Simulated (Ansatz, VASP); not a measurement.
## One calculation of Ag, two programs

Contents of INCAR:

```
SYSTEM = Ag
ALGO     = Fast           ! electronic algorithm
EDIFF    = 1E-6           ! SCF threshold, eV
ENCUT    = 520            ! plane-wave cutoff, eV
GGA      = CA             ! functional
ISIF     = 2              ! what is computed and relaxed
ISMEAR   = 0              ! smearing method
LASPH    = .TRUE.         ! aspherical terms in the spheres
LCHARG   = .FALSE.        ! write CHGCAR
LREAL    = .FALSE.        ! projectors in reciprocal space
LWAVE    = .FALSE.        ! write WAVECAR
NBANDS   = 12             ! bands
NELM     = 100            ! most SCF steps
PREC     = Accurate       ! precision mode
SIGMA    = 0.15           ! smearing width, eV
```

Contents of KPOINTS:

```
k-points
0
G
  20 20 20
  0 0 0
```

File POSCAR:

```
Ag
1.0
    0.0000000000      2.1043930000      2.0431000000
    2.1043930000      0.0000000000      2.0431000000
    2.1043930000      2.1043930000      0.0000000000
Ag
1
Direct
    0.0000000000      0.0000000000      0.0000000000
```

Input for Ansatz:

```yaml
crystal:
  lattice:
    - [0.0, 2.104393, 2.0431]
    - [2.104393, 0.0, 2.0431]
    - [2.104393, 2.104393, 0.0]
  atoms:
    - { symbol: Ag, position: [0.0, 0.0, 0.0] }
basis:
  ecutwfc: 420
kpoints:
  mp_grid: { grid: [20, 20, 20] }
hamiltonian:
  xc: lda
scf:
  occupations: { method: gaussian, width: 0.15 }
output:
  forces: true
  stress: true
  eigenvalues: true
```

Change from the starting cell: strain +0.030 along x and y, +0.000 along z, atoms carried along.

Alike in both runs: task single point; functional LDA; k mesh 20 × 20 × 20; occupations gaussian, width 0.15 eV; no spin polarisation.

```csv
,VASP,Ansatz
version,VASP 6.6.1,Ansatz 0.2.0
potentials or method,"VASP PAW LDA potentials, release 64 (Ag)","scalar-relativistic, plane waves, PAW"
plane-wave cutoff (eV),520,420
valence electrons in the cell,11,19
```

|  | VASP | Ansatz | Ansatz less VASP |
| --- | --- | --- | --- |
| gap on the k mesh at the Fermi level (eV) | none | none | - |
| pressure (GPa) | -11.8 | -12.0 | -0.24 |
| largest component of the traceless stress (GPa) | 0.54 | 0.54 | 0.000 |

A gap of «none» marks a metal or a gap that the smearing closes. The two sets of potentials don't hold the same shells in valence.
